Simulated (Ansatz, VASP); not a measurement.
# Ni in VASP and in Ansatz

```
Ni
1.0
     2.44891    0.00000    0.00000
    -1.22445    2.12082    0.00000
     0.00000    0.00000    8.03229
Ni
4
Direct
  0.00000 0.00000 0.00000
  0.00000 0.00000 0.50000
  0.33333 0.66667 0.25000
  0.66667 0.33333 0.75000
```

Alike in both runs: functional r2SCAN; k mesh 14 × 14 × 4; occupations fermi-dirac, width 0.1 eV; no spin polarisation.

Ansatz relaxed the structure, and its values are those at the end. VASP's run is a single point on that final structure, the one shown.

```csv
,VASP,Ansatz
version,VASP 6.6.1,Ansatz 0.2.0
potentials or method,"VASP PAW PBE potentials, release 64 (Ni)","plane waves (500 eV) with PAW, scalar-relativistic"
plane-wave cutoff (eV),520,500
valence electrons in the cell,40,72
```

VASP gave:

* pressure (GPa): 0.6

Task: What did Ansatz give for the same quantities?

Result: Pressure (GPa): 0.0.

With one functional, cell and mesh, what is left measures potentials, basis and numerics. The two sets of potentials don't hold the same shells in valence.

Caveats: the PAW data sets were made with another functional, which shifts forces and pressure a little (VASP); the run has no spin polarisation, though such a crystal can be magnetic. Spin polarisation is off, so any magnetic state and its effect on volume and gap are missing.
